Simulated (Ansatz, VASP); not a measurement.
# GaSb in two plane-wave programs, part 2 of 2

One calculation is typed for both programs; each brings its own data sets and cutoff. How far apart do they land?

VASP 6.6.1 and Ansatz 0.2.0.

So far. Step 3 (Ansatz: single point, PBE): The run ends at a pressure of 2.37 GPa. Step 5 (Ansatz: single point, r2SCAN): The run ends at a pressure of 0.38 GPa.

The database entry behind the starting cell differs from later determinations by our own check (about 0.4 % long), so it need not match the best structure at ambient conditions.

### 7. Comparison

What differs besides the data sets and the points named for the pairs above, as far as they apply: VASP keeps PBE cores, Ansatz makes them for the functional; the cutoff is 500 eV in Ansatz and 400 eV in VASP. Total energies have different zeros and are not compared.

The two programs side by side:

| quantity | Ansatz | VASP | difference |
| --- | --- | --- | --- |
| pressure (GPa) | 0.38 | 0.30 | +0.08 |
| gap on the k mesh (eV) | 0.466 | 0.449 | +0.016 |

A gap on the mesh is an upper bound, since the band edges may lie between its points. Ansatz's pressure holds a Pulay correction of 0.03 GPa; VASP's holds none.

### 8. Ansatz: single point, PBE, spin-orbit coupling

A single point gives forces, pressure and levels at one fixed geometry, so differences don't come from the geometry; what else differs is listed under the comparison.

File input.yaml:

```yaml
crystal:
  lattice:
    - [0.0, 3.059, 3.059]
    - [3.059, 0.0, 3.059]
    - [3.059, 3.059, 0.0]
  atoms:
    - { symbol: Sb, position: [0.75, 0.75, 0.75] }
    - { symbol: Ga, position: [0.0, 0.0, 0.0] }
hamiltonian:
  xc: pbe
  pseudopotentials: { kind: paw_fr }
magnetization:
  noncollinear: true
  spin_orbit: true
kpoints:
  mp_grid: { grid: [8, 8, 8] }
scf:
  occupations: { method: gaussian, width: 0.05 }
  n_extra_bands: 8
output:
  forces: true
  stress: true
  eigenvalues: true
```

Launch:

```bash
ansatz run input.yaml --threads 2 --pin off --max-ram 4608MiB --backend cpu --events-out ev --progress --plain --runs-dir out
```

Numbers of over 12 decimals in the logs are rounded to 6 here.

The program printed:

```text
[...]
non-collinear run that drives no moment, with spin-orbit: no starting moment large enough to seed its density (crystal.atoms[].spin), no starting occupations that ask for one, no magnetisation constraint and no magnetic field, so the semilocal B_xc is pinned to zero
Crystal: 2 atoms, lattice volume = 57.249 Å³
[...]
k-point 0: bands = [... 24 lower, 7.7498, 7.7498, 7.9349, 7.9349, 7.9349, 7.9349, 10.3539, 10.3539, ... 4 higher]
  k-point 1: bands = [... 24 lower, 7.2200, 7.2200, 7.6690, 7.6695, 8.7552, 8.7552, 10.7583, 10.7583, ... 4 higher]
  k-point 2: bands = [... 24 lower, 6.7820, 6.7820, 7.2079, 7.2081, 8.5248, 8.5248, 11.2721, 11.2721, ... 4 higher]
  k-point 28: bands = [... 24 lower, 4.1652, 4.4923, 4.6009, 4.6173, 11.1734, 11.5603, 12.0348, 12.0807, ... 4 higher]
[key lines of the parts left out:]
SCF converged after 9 iterations
Magnetization: |M| = 0.0000 μB,  M = (+0.0000, +0.0000, +0.0000) μB
Free energy (F): -10270.307739 eV
Fermi energy:    7.934930 eV
P = ⅓ Tr σ = 2.3851 GPa (23.851 kbar)
```

It took 14 s on 2 threads of Arm Neoverse N1, shared host; peak memory 0.54 GiB; 26 s of CPU time.

The run ends at a pressure of 2.39 GPa.

### 9. VASP: single point, PBE, spin-orbit coupling

The same cell, functional, mesh and smearing now go to VASP, with its own data sets and cutoff.

File INCAR:

```
SYSTEM = GaSb
PREC = Accurate
ENCUT = 400
EDIFF = 1E-07
NELM = 100
ISMEAR = 0
SIGMA = 0.05
LREAL = .FALSE.
ALGO = Normal
GGA = PE
LNONCOLLINEAR = .TRUE.
MAGMOM = 0 0 0 0 0 0
NBANDS = 72
GGA_COMPAT = .FALSE.
LASPH = .TRUE.
LSORBIT = .TRUE.
LWAVE = .FALSE.
LCHARG = .FALSE.
KPAR = 4
LOPTICS = .TRUE.
NEDOS = 2000
CSHIFT = 0.1
```

File POSCAR:

```
GaSb
1.0
    0.0000000000      3.0590000000      3.0590000000
    3.0590000000      0.0000000000      3.0590000000
    3.0590000000      3.0590000000      0.0000000000
Sb Ga
1 1
Direct
    0.7500000000      0.7500000000      0.7500000000
    0.0000000000      0.0000000000      0.0000000000
```

File KPOINTS:

```
Automatic mesh
0
Gamma
8 8 8
0 0 0
```

The projector-augmented-wave data sets are Sb and Ga_d (PBE family, release 64).

Launch:

```bash
mpirun -np 4 vasp_ncl
```

The program printed:

```text
[... set-up lines as in an earlier step ...]
 entering main loop
       N       E                     dE             d eps       ncg     rms          rms(c)
DAV:   1     0.150582854697E+03    0.15058E+03   -0.49119E+03  8136   0.538E+02
DAV:   2     0.165668170594E+02   -0.13402E+03   -0.11502E+03  6296   0.246E+02
DAV:   3    -0.654766061784E+01   -0.23114E+02   -0.22627E+02  7376   0.589E+01
DAV:   4    -0.745535724618E+01   -0.90770E+00   -0.90603E+00  7280   0.125E+01
[...]
DAV:  12    -0.741234575159E+01   -0.70747E-06   -0.21963E-06  8056   0.424E-03    0.974E-03
DAV:  13    -0.741234608511E+01   -0.33352E-06   -0.17607E-07  7072   0.206E-03    0.230E-03
DAV:  14    -0.741234616461E+01   -0.79493E-07   -0.40151E-07  7072   0.262E-03
   1 F= -.74123462E+01 E0= -.74122911E+01  d E =-.110194E-03  mag=     0.0000     0.0000    -0.0000
 optical routines
 imaginary and real dielectric function
 recalculating local potential from charge density
 direction            1
 direction            2
 direction            3
```

From OUTCAR (step 9):

```text
  Total        0.8362100      0.8362100      0.8362100     -0.0000000     -0.0000000     -0.0000000
  in kB       23.4022444     23.4022444     23.4022444     -0.0000000     -0.0000000     -0.0000000
  external PRESSURE =      23.4022444 kB  Pullay stress =       0.0000000 kB

 POSITION                                       TOTAL-FORCE (eV/Angst)
 -----------------------------------------------------------------------------------
      4.58850      4.58850      4.58850         0.000000      0.000000      0.000000
      0.00000      0.00000      0.00000        -0.000000     -0.000000     -0.000000
 -----------------------------------------------------------------------------------
    total drift:                               -0.000002     -0.000002     -0.000002

  FREE ENERGIE OF THE ION-ELECTRON SYSTEM (eV)
  ---------------------------------------------------
  free  energy   TOTEN  =        -7.4123461646 eV

  energy  without entropy=       -7.4122359709  energy(sigma->0) =       -7.41229107

[... 1 part as in an earlier step ...]

[... 2 further parts left out ...]
[key lines of the parts left out:]
E-fermi :   5.0951
```

The intraband (Drude) part is not in this spectrum.

### 10. Side by side

What differs besides the data sets and the points named for the pairs above, as far as they apply: spin-orbit coupling enters by fully relativistic files in Ansatz and inside the spheres in VASP; the data sets hold 28 valence electrons in Ansatz (fully relativistic PAW (standard-fr) files) and 18 in VASP. Total energies have different zeros and are not compared.

Both answers:

| quantity | Ansatz | VASP | difference |
| --- | --- | --- | --- |
| pressure (GPa) | 2.39 | 2.34 | +0.04 |

Ansatz's pressure holds a Pulay correction of 0.04 GPa; VASP's holds none.

### 11. Results

| Quantity | Value |
| --- | --- |
| difference in pressure (single point, PBE) | 0.063 GPa |
| difference in gap on the k mesh (single point, r2SCAN) | 0.016 eV |
| difference in pressure (single point, PBE, spin-orbit coupling) | 0.045 GPa |

What this shows: The difference in gap on the k mesh is 0.016 eV (single point, r2SCAN), within the 0.08 eV picked in this series as the mark of a large difference. How closely two codes agree says nothing of how well the functional describes the real material.

[Lines on the potential files, build, host, timing and source positions are cut from VASP's logs without a mark.]

[Logs are printed without paths, hosts, clocks, repeated set-up lines and the standing remarks that a program may print on its own settings, such as how far it seeks lower states.]

[Hosts, paths, dates, database ids (printed as entryN), source tags and the programs' standing remarks are cut or masked in the printed files.]
